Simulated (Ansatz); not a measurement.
## SiO₂ at a changed volume: ¹⁷O NMR of the central transition

Cell: a structure deposited in the COD, relaxed with PBE at fixed cell and then changed (volume scaled by 1.02, ions relaxed).

Space group P2_13 (No. 198); a = 7.2074 Å.

| site | Wyckoff | site symmetry | x | y | z |
| --- | --- | --- | --- | --- | --- |
| Si1 | 4a | .3. | 0.2780 | 0.2780 | 0.2780 |
| Si5 | 4a | .3. | 0.0192 | 0.0192 | 0.0192 |
| O9 | 4a | .3. | 0.1485 | 0.1485 | 0.1485 |
| O13 | 12b | 1 | 0.6397 | 0.6587 | 0.0494 |

One atom of each set is listed.

Level of theory: DFT, PBE, plane waves and PAW, scalar-relativistic, 420 eV cutoff, Γ-centred 4×4×4 k-points, Fermi–Dirac smearing 0.02 eV (Ansatz 0.2.0).

¹⁷O has I = 5/2 and Q = -25.58 mb (Pyykkö 2018); at 7.05 T its Larmor frequency is ν₀ = 40.7 MHz. Only the quadrupole interaction is simulated: positions count from each site's isotropic chemical shift, and J coupling is left out, as are shift anisotropy and dipolar coupling, which fast spinning averages.

Task: What does the ¹⁷O spectrum (fast magic-angle spinning) show for each site?

Result: 

```json
{"site": "O9", "first shell": "2 Si at 1.61–1.62 Å, angle 180°", "C_Q (MHz)": "-6.61", "η": "0.00", "P_Q (MHz)": "6.61", "δ_QIS (ppm)": "-158", "breadth (kHz)": "13.8"}
{"site": "O13", "first shell": "2 Si at 1.62–1.63 Å, angle 148°", "C_Q (MHz)": "-6.10", "η": "0.16", "P_Q (MHz)": "6.12", "δ_QIS (ppm)": "-136", "breadth (kHz)": "12.4"}
```

δ_QIS = −(ν_Q²/30ν₀²)[I(I+1) − 3/4](1 + η²/3) × 10⁶ ppm with ν_Q = 3|C_Q|/[2I(2I−1)]; it falls as 1/B₀² in ppm, and the breadth as 1/B₀ in kHz.

An axis of threefold or higher order runs through O9, so V_zz lies along it and η is zero. At O13 V_zz runs parallel to the line that joins its two neighbours (within 1°).

The database positions were far from equilibrium, so the relaxed structure may not be the compound's real one.

The relaxation (6 steps) took 25 s of wall time (87 s of CPU time) and 1.1 GiB at its peak, on 4 threads of Intel Xeon 6975P-C (Granite Rapids) (x86_64; 16 cores open to the job, memory cap 8.0 GiB, no GPU), a shared host with a load of 0.4 a core.
